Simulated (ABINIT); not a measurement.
ScAl3:

```
CELL_PARAMETERS angstrom
4.08781 0.00000 0.00000
0.00000 4.08781 0.00000
0.00000 0.00000 4.08781
ATOMIC_POSITIONS crystal
Sc 0.00000 0.00000 0.00000
Al 0.50000 0.50000 0.00000
Al 0.00000 0.50000 0.50000
Al 0.50000 0.00000 0.50000
```

The cell is a database's computed one.

Base run:

```yaml
Program: ABINIT 10.8.3 (patched build)
Functional: PW91
Potentials_or_basis: JTH PAW PBE v2.0
Cutoff: 544 eV
k_mesh: 7 × 7 × 7
Occupations: fermi-dirac, width 0.05 eV
Spin: no spin polarisation
```

Its results: band gap on the k mesh none (metal or under the smearing width); pressure 1.1 GPa.

Q: After a change of settings the same cell gave: band gap on the k mesh none (metal or under the smearing width); pressure -5.7 GPa. Which change was it?
A. functional from PW91 to PBE; k mesh from 7 × 7 × 7 to 6 × 6 × 6
B. functional from PW91 to PBE; potentials or basis from JTH PAW PBE v2.0 to PseudoDojo NC SR PBE v0.5 standard; cutoff from 544 eV to 1061 eV
C. functional from PW91 to HCTH407
D. functional from PW91 to rPW86PBE

A: C.

Caveats: the PAW data sets were made with another functional, which shifts forces and pressure a little.
